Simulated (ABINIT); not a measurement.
Ge:

```
Ge
1.0
     3.99759    0.00000    0.00000
    -1.99879    3.46201    0.00000
     0.00000    0.00000    6.59938
Ge
4
Direct
  0.33333 0.66667 0.93710
  0.66667 0.33333 0.43710
  0.33333 0.66667 0.56290
  0.66667 0.33333 0.06290
```

This isn't the form of Ge at room conditions, which is diamond.

Base run:

| Property | Result |
| --- | --- |
| Program | ABINIT 10.8.3 (patched build) |
| Functional | WC |
| Potentials or basis | Ansatz PAW PBE default generated set, frozen core |
| Cutoff | 490 eV |
| k mesh | 8 × 8 × 4 |
| Occupations | fermi-dirac, width 0.05 eV |
| Spin | no spin polarisation |

Its results: band gap on the k mesh 0.14 eV, indirect (least direct gap 0.22 eV); pressure 0.1 GPa.

Q: After a change of settings the same cell gave: band gap on the k mesh 0.16 eV, indirect (least direct gap 0.24 eV); pressure -1.9 GPa. Which change was it?
A. functional from WC to RPBE
B. functional from WC to LDA
C. functional from WC to PBEsol
D. functional from WC to revPBE

A: B.

LDA binds more tightly than WC, so the same cell stands under less pressure.

Caveats: the PAW data sets were made with another functional, which shifts forces and pressure a little; the atomic spheres overlap.

Runs at the PBE level aren't shown here.
